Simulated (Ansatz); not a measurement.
HfN:

```
CELL_PARAMETERS angstrom
0.00000 2.25600 2.25600
2.25600 0.00000 2.25600
2.25600 2.25600 0.00000
ATOMIC_POSITIONS crystal
Hf 0.00000 0.00000 0.00000
N 0.50000 0.50000 0.50000
```

Program: Ansatz 0.2.0. Alike in all runs: level PBE; cell as given. Hardware: 1 thread of Arm Neoverse V2 (shared host).

Problem. Order these runs on this cell by their wall time, lowest first.
A. task band structure; potentials or basis all-electron LAPW, relativistic spinors; spin SOC, no magnetisation; k mesh 7 × 7 × 7; cutoff (eV) 344; smearing fermi-dirac 0.05 eV; basis error allowed 0.001 eV/atom; mesh quality coarse
B. task single point; potentials or basis all-electron LAPW, scalar-relativistic; spin off; k mesh 5 × 5 × 5; cutoff (eV) 291; smearing fermi-dirac 0.03 eV; basis error allowed 0.004 eV/atom; mesh quality coarse
C. task single point; potentials or basis all-electron LAPW, scalar-relativistic; spin off; k mesh 10 × 10 × 10; cutoff (eV) 344; smearing gaussian 0.011 eV; basis error allowed 0.001 eV/atom; mesh quality not flagged

Solution. B (3 s), C (11 s), A (94 s).

Caveats: some runs use coarse meshes; the k mesh is thin for a metal, which can move the energy by tens of meV per atom (some runs).
